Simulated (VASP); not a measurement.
Here is a VASP 6.6.1 calculation.

Contents of INCAR:

```
ALGO = Fast
EDIFF = 1E-7
EDIFFG = -0.01
ENCUT = 300
GGA = PE
IBRION = 2
ISIF = 2
ISMEAR = 0
LASPH = True
LCHARG = False
LREAL = False
LWAVE = False
NELM = 80
NSW = 40
PREC = Accurate
SIGMA = 0.03
```

The input KPOINTS:

```
k-points
0
Gamma
  5 5 5
```

POSCAR

```
NaF                                     
1.0
    0.0000000000      2.3614508311      2.3614508311
    2.3614508311      0.0000000000      2.3614508311
    2.3614508311      2.3614508311      0.0000000000
  Na              F             
     1     1
Direct
     0.0000000000000000    0.0000000000000000    0.0000000000000000
     0.5000000000000000    0.5000000000000000    0.5000000000000000
```

Potentials or basis: VASP PAW PBE potentials, release 64 (Na_pv, F_s).

Run with:

```sh
$ cat potpaw_PBE.64/Na_pv/POTCAR potpaw_PBE.64/F_s/POTCAR > POTCAR
$ mpirun -np 1 vasp_std > vasp.out
```

**Question.** Predict the band gap on the k mesh.

**Answer.** 6.01 eV, direct.

Final structure:
```
CELL_PARAMETERS angstrom
0.00000 2.36145 2.36145
2.36145 0.00000 2.36145
2.36145 2.36145 0.00000
ATOMIC_POSITIONS crystal
Na 0.00000 0.00000 0.00000
F 0.50000 0.50000 0.50000
```

Caveat: the k mesh is coarse (spacing up to 0.46 Å⁻¹), so the values aren't converged; the relaxation stopped at its first step, so nothing moved.
